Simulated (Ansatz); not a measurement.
# Al: the cost of one run

Method: DFT PBE, scalar-relativistic, plane waves, PAW, and further levels as typed in the inputs, in Ansatz 0.2.0.

## Step 1: The system as given

Symmetry: P4/mmm, No. 123, tetragonal system. Conventional cell: a = 2.864 Å, b = 2.864 Å, c = 32.200 Å, α = 90.00°, β = 90.00°, γ = 90.00°. Al (site symmetry 4mm) is surrounded by 8 Al at 2.86 Å. Al (site symmetry 4mm) is surrounded by 12 Al at 2.86 Å. Al (site symmetry 4/mmm) is surrounded by 12 Al at 2.86 Å.

As a file:

```
Al
1.0
     2.86378    0.00000    0.00000
     0.00000    2.86378    0.00000
     0.00000    0.00000   32.20000
Al
9
Cartesian
  0.0000 0.0000 8.0000
  1.4319 1.4319 10.0250
  0.0000 0.0000 12.0500
  1.4319 1.4319 14.0750
  0.0000 0.0000 16.1000
  1.4319 1.4319 18.1250
  0.0000 0.0000 20.1500
  1.4319 1.4319 22.1750
  0.0000 0.0000 24.2000
```

## Step 2: Relaxing the atoms: Al9 slab, no spin

File input.yaml:

```yaml
crystal:
  lattice:
    - [2.8637824638, 0.0, 0.0]
    - [0.0, 2.8637824638, 0.0]
    - [0.0, 0.0, 32.2]
  atoms:
    - { symbol: Al, position: [0.0, 0.0, 0.248447205] }
    - { symbol: Al, position: [0.5, 0.5, 0.3113354037] }
    - { symbol: Al, position: [0.0, 0.0, 0.3742236025] }
    - { symbol: Al, position: [0.5, 0.5, 0.4371118012] }
    - { symbol: Al, position: [0.0, 0.0, 0.5] }
    - { symbol: Al, position: [0.5, 0.5, 0.5628881988] }
    - { symbol: Al, position: [0.0, 0.0, 0.6257763975] }
    - { symbol: Al, position: [0.5, 0.5, 0.6886645963] }
    - { symbol: Al, position: [0.0, 0.0, 0.751552795] }
scf:
  occupations: { method: gaussian, width: 0.05 }
output:
  forces: true
  stress: false
  write_density: true
  write_potential: true
  elf: true
  volumetric_format: npy
kpoints:
  mp_grid: { grid: [20, 20, 1] }
efield:
  axis: 3
  dipole_correction: true
hamiltonian:
  xc: pbe
relax:
  f_tol: 0.01
  max_steps: 120
```

The run is started by

```sh
ansatz run input.yaml --threads 4 --pin off --max-ram 11776MiB --backend cpu --events-out ev --progress --plain --runs-dir out
```

Q: Estimate wall time and peak memory on 4 threads of Intel Xeon Platinum 8259CL at 2.50GHz (Skylake/Cascade Lake), shared host.

About 30 s, with a peak of 0.75 GiB.
